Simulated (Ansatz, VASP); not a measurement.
## KI: VASP beside Ansatz

```
CELL_PARAMETERS angstrom
0.00000 3.53277 3.53277
3.53277 0.00000 3.53277
3.53277 3.53277 0.00000
ATOMIC_POSITIONS crystal
K 0.00000 0.00000 0.00000
I 0.50000 0.50000 0.50000
```

Alike in both runs: task single point; functional PBE; k mesh 6 × 6 × 6; occupations gaussian, width 0.02 eV; no spin polarisation.

|  | VASP | Ansatz |
| --- | --- | --- |
| version | VASP 6.6.1 | Ansatz 0.2.0 |
| potentials or method | VASP PAW PBE potentials, release 64 (K_sv, I) | scalar-relativistic, plane waves, PAW |
| plane-wave cutoff (eV) | 520 | 420 |
| valence electrons in the cell | 16 | 26 |

```csv
,VASP,Ansatz,Ansatz less VASP
gap on the k mesh at the Fermi level (eV),3.96,3.97,+0.004
least direct gap on the mesh (eV),3.96,3.97,+0.004
pressure (GPa),0.6,0.6,-0.04
```

With one functional, cell and mesh, what is left measures potentials, basis and numerics. The two sets of potentials don't hold the same shells in valence.

Caveats: spin-orbit coupling is left out, which moves the levels of the heavy elements.
